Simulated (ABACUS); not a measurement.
# Ta (Im-3m) in ABACUS: further runs, part 2 of 3

ABACUS 3.10.1. Earlier steps stand in the parts before.

## Step 3: Single point, PBEsol

Contents of run_abacus.py:

```python
"""ABACUS run from a structure file: ASE reads it, the script writes STRU, KPT and INPUT."""
import re
import subprocess
from ase.io import read
from ase.units import Bohr

atoms = read("Ta.xyz")
atoms = atoms[(-atoms.numbers).argsort(kind="stable")]  # ABACUS lists atoms element by element
pseudo = {'Ta': 'Ta.upf'}
orbital = {'Ta': 'Ta_confined-atom_7au_3s2p2d2f.orb'}
magmoms = None
kmesh = [10, 10, 10]
params = {
    'suffix': 'Ta',
    'calculation': 'scf',
    'basis_type': 'lcao',
    'pseudo_dir': './',
    'orbital_dir': './',
    'symmetry': 1,
    'dft_functional': 'pbesol',
    'ecutwfc': 132,
    'pseudo_rcut': 10,
    'nspin': 1,
    'nbands': 24,
    'ks_solver': 'genelpa',
    'smearing_method': 'fd',
    'smearing_sigma': 0.00367493,
    'scf_thr': 1e-07,
    'scf_nmax': 100,
    'mixing_type': 'broyden',
    'mixing_beta': 0.7,
    'cal_force': 1,
    'cal_stress': 1,
    'out_mul': 1,
    'out_chg': 1,
}

symbols = atoms.get_chemical_symbols()
elements = list(dict.fromkeys(symbols))
lines = ["ATOMIC_SPECIES"] + [f"{e} {atoms.get_masses()[symbols.index(e)]:.4f} {pseudo[e]}" for e in elements]
if orbital:
    lines += ["", "NUMERICAL_ORBITAL"] + [orbital[e] for e in elements]
lines += ["", "LATTICE_CONSTANT", f"{1 / Bohr:.10f}", "", "LATTICE_VECTORS"]
lines += [" ".join(f"{x:.10f}" for x in v) for v in atoms.cell]
lines += ["", "ATOMIC_POSITIONS", "Direct"]
for e in elements:
    lines += ["", e, "0.0", str(symbols.count(e))]
    for i, p in enumerate(atoms.get_scaled_positions(wrap=False)):
        if symbols[i] == e:
            mag = "" if magmoms is None else " mag " + " ".join(str(x) for x in (magmoms[i] if isinstance(magmoms[i], list) else [magmoms[i]]))
            lines.append(" ".join(f"{x:.10f}" for x in p) + " 1 1 1" + mag)
open("STRU", "w").write("\n".join(lines) + "\n")
open("KPT", "w").write("K_POINTS\n0\nGamma\n%d %d %d 0 0 0\n" % tuple(kmesh))
open("INPUT", "w").write("INPUT_PARAMETERS\n" + "".join(f"{k:<20s}{v}\n" for k, v in params.items()))

done = subprocess.run(['mpirun', '-np', '4', 'abacus'])
if done.returncode:
    raise SystemExit(done.returncode)
log = open("OUT.Ta/running_scf.log").read()
print("final energy (eV):", re.findall(r"FINAL_ETOT_IS (\S+)", log))
```

Contents of Ta.xyz:

```xyz
1
Lattice="-1.6512800000 1.6512800000 1.6512800000 1.6512800000 -1.6512800000 1.6512800000 1.6512800000 1.6512800000 -1.6512800000" Properties=species:S:1:pos:R:3 pbc="T T T"
Ta     0.0000000000      0.0000000000      0.0000000000
```

Potentials or basis: PseudoDojo NC SR 0.5 PBE stringent, DZP LCAO (the cutoffs set its grid).

The run is started by

```
OMP_NUM_THREADS=1 python run_abacus.py > log
```

running log:

```text
ABACUS v3.10.1

               Atomic-orbital Based Ab-initio Computation at UStc

 ------------------------------------------------------------------------------------

 READING GENERAL INFORMATION
                           global_out_dir = OUT.Ta/
                           global_in_card = INPUT
                               pseudo_dir = ./
                              orbital_dir = ./
                                    DSIZE = 4
                                    GSIZE = 1

 READING UNITCELL INFORMATION
                                    ntype = 1
                  lattice constant (Bohr) = 1.88973
              lattice constant (Angstrom) = 1

 READING ATOM TYPE 1
                               atom label = Ta
                      L=0, number of zeta = 3
                      L=1, number of zeta = 2
                      L=2, number of zeta = 2
                      L=3, number of zeta = 2
             number of atom for this type = 1

                        TOTAL ATOM NUMBER = 1
DIRECT COORDINATES
    atom                   x                   y                   z     mag                  vx                  vy                  vz
taud_Ta1            0.0000000000        0.0000000000        0.0000000000  0.0000        0.0000000000        0.0000000000        0.0000000000

                          Volume (Bohr^3) = 121.54
                             Volume (A^3) = 18.0103

 Lattice vectors: (Cartesian coordinate: in unit of a_0)
             -1.65128            +1.65128            +1.65128
             +1.65128            -1.65128            +1.65128
             +1.65128            +1.65128            -1.65128
 Reciprocal vectors: (Cartesian coordinate: in unit of 2 pi/a_0)
                   +0           +0.302795           +0.302795
            +0.302795                  +0           +0.302795
            +0.302795           +0.302795                  +0
 The esolver type has been set to : ksdft_lcao

                PAO radial cut off (Bohr) = 10

 Read in pseudopotential file is Ta.upf
                     pseudopotential type = NC
          exchange-correlation functional = PBE
                 nonlocal core correction = 1
[... 196 lines left out ...]
                        extended fft grid = [ 13, 13, 13 ]
                dimension of extened grid = [ 35, 35, 35 ]
                            UnitCellTotal = 125
              Atom number in sub-FFT-grid = 1
    Local orbitals number in sub-FFT-grid = 33
                                ParaV.nnr = 43061
                                 init_chg = atomic

 LCAO ALGORITHM --------------- ION=   1  ELEC=   1--------------------------------

 Density error is 0.0271164340638
----------------------------------------------------------
     Energy           Rydberg                 eV
----------------------------------------------------------
 E_KohnSham     -647.5306494662      -8810.1064623813
 E_Harris       -652.4265769363      -8876.7189729694
 E_Fermi        1.7343409735         23.5969195147
----------------------------------------------------------
[... 58 lines left out ...]
 Density error is 5.69717348751e-08
----------------------------------------------------------
     Energy           Rydberg                 eV
----------------------------------------------------------
 E_KohnSham     -647.5413198303      -8810.2516401328
 E_KS(sigma->0) -647.5409803420      -8810.2470211577
 E_Harris       -647.5413198204      -8810.2516399974
 E_band         1.3076689582         17.7917489292
 E_one_elec     -310.1016514314      -4219.1494186776
 E_Hartree      191.7407676819       2608.7669793678
 E_xc           -104.0829332569      -1416.1209568470
 E_Ewald        -425.0968238473      -5783.7390060259
 E_entropy(-TS) -0.0006789766        -0.0092379501
 E_descf        0.0000000000         0.0000000000
 E_exx          0.0000000000         0.0000000000
 E_Fermi        1.7137722148         23.3170671954
----------------------------------------------------------

 charge density convergence is achieved
 final etot is -8810.2516401 eV
 EFERMI = 23.317067195 eV

 STATE ENERGY(eV) AND OCCUPATIONS    NSPIN == 1
 1/47 kpoint (Cartesian) = 0.0000 0.0000 0.0000 (779 pws)
       1       -44.3094     0.00200000
       2       -9.94514     0.00200000
       3       -9.94514     0.00200000
       4       -9.94514     0.00200000
       5        4.46681     0.00200000
       6        4.46681     0.00200000
[... 146 lines left out ...]
      23        50.6337        0.00000
      24        53.2049        0.00000

[... levels at 41 further k points ...]

 correction force for each atom along direction 1 is -1.10697e-07
 correction force for each atom along direction 2 is 4.64688e-07
 correction force for each atom along direction 3 is -2.42661e-07
------------------------------------------------------------------------------------------
 TOTAL-FORCE (eV/Angstrom)
------------------------------------------------------------------------------------------
                       Ta1         0.0000000000         0.0000000000         0.0000000000
------------------------------------------------------------------------------------------

----------------------------------------------------------------
 TOTAL-STRESS (KBAR)
----------------------------------------------------------------
       -38.8480770093         0.0000000000        -0.0000000000
         0.0000000000       -38.8480770093         0.0000000000
         0.0000000000         0.0000000000       -38.8480770093
----------------------------------------------------------------
 TOTAL-PRESSURE: -38.848077 KBAR

 --------------------------------------------
 !FINAL_ETOT_IS -8810.2516401327739004 eV
 --------------------------------------------
```

INPUT:

```text
INPUT_PARAMETERS
suffix              Ta
calculation         scf
basis_type          lcao
pseudo_dir          ./
orbital_dir         ./
symmetry            1
dft_functional      pbesol
ecutwfc             132
pseudo_rcut         10
nspin               1
nbands              24
ks_solver           genelpa
smearing_method     fd
smearing_sigma      0.00367493
scf_thr             1e-07
scf_nmax            100
mixing_type         broyden
mixing_beta         0.7
cal_force           1
cal_stress          1
out_mul             1
out_chg             1
```

STRU:

```text
ATOMIC_SPECIES
Ta 180.9479 Ta.upf

NUMERICAL_ORBITAL
Ta_confined-atom_7au_3s2p2d2f.orb

LATTICE_CONSTANT
1.8897261258

LATTICE_VECTORS
-1.6512800000 1.6512800000 1.6512800000
1.6512800000 -1.6512800000 1.6512800000
1.6512800000 1.6512800000 -1.6512800000

ATOMIC_POSITIONS
Direct

Ta
0.0
1
-0.0000000000 0.0000000000 0.0000000000 1 1 1
```

Run time: 5 s. Hardware: 4 MPI ranks of Intel Xeon Platinum 8488C (Sapphire Rapids), shared host; peak memory 0.44 GiB.

Results:

| Quantity | Value |
| --- | --- |
| Free energy | -8810.2516 eV |
| Pressure | -3.9 GPa |
| Band gap on the k mesh | none (metal or under the smearing width) |

Caveat: the atomic orbitals were generated for these runs and aren't a published set; the potentials were made for another functional, which shifts forces and pressure; the basis of atomic orbitals isn't converged, which shifts pressures, moduli and gaps.

[end of part 2 of 3]
